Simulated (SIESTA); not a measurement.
Fe under changes of volume

One of the cells (11.435 Å³/atom); the others are scaled copies at fixed shape and fractional positions:

```
Fe
1.0
     0.00000    1.94174    1.96511
     1.49844    0.00000    1.96511
     1.49844    1.94174    0.00000
Fe
1
Direct
  0.00000 0.00000 0.00000
```

| Property | Result |
| --- | --- |
| Program | SIESTA 5.4.2 |
| Functional | LDA |
| Potentials or basis | PseudoDojo 0.4 standard (LDA files) |
| Basis | DZP (energy shift 0.003 Ry; two zetas on semicore shells) |
| Grid cutoff | 800 Ry |
| Energy shift | 0.003 Ry |
| k mesh | 13 × 13 × 13 |
| Occupations | fermi-dirac, width 0.05 eV |
| Spin | collinear spin, ferromagnetic start |
| Starting moments | [3.0] μB |

```tsv
volume (Å³/atom)	energy over the lowest point (meV/atom)	pressure (GPa)	moment (μB per cell)
10.749	0.00	-6.9	2.06
10.978	13.35	-11.2	2.10
11.207	32.70	-15.3	2.14
11.435	57.14	-18.5	2.18
11.664	?	?	?
11.893	117.66	-23.5	2.29
12.121	152.69	-25.5	2.33
```

**Question.** What does the run at 11.664 Å³/atom give?

**Answer.** Energy over the lowest point 85.73 meV/atom; pressure -21.2 GPa; moment 2.24 μB per cell.

Worked out: A Birch-Murnaghan fit of order 3 (a polynomial in V^(-2/3)) to the other rows has its minimum at 10.45 Å³/atom, just outside them, with B0 = V·E''(V) = 276 GPa and B' = 6.3 at fixed shape and positions, which overstates the stiffness. It gives 85.62 meV/atom at 11.664 Å³/atom, against the run's 85.73, and -dE/dV = -21.3 GPa, against -21.2. A parabola through the other rows of the moment, of slope 0.212 μB per Å³/atom there, gives 2.23 μB, against the run's 2.24.

Energies are extrapolated to zero smearing.

Caveats: short orbitals over semicore shells can move pressures by several GPa; the basis of atomic orbitals isn't converged, which shifts pressures, moduli and gaps.
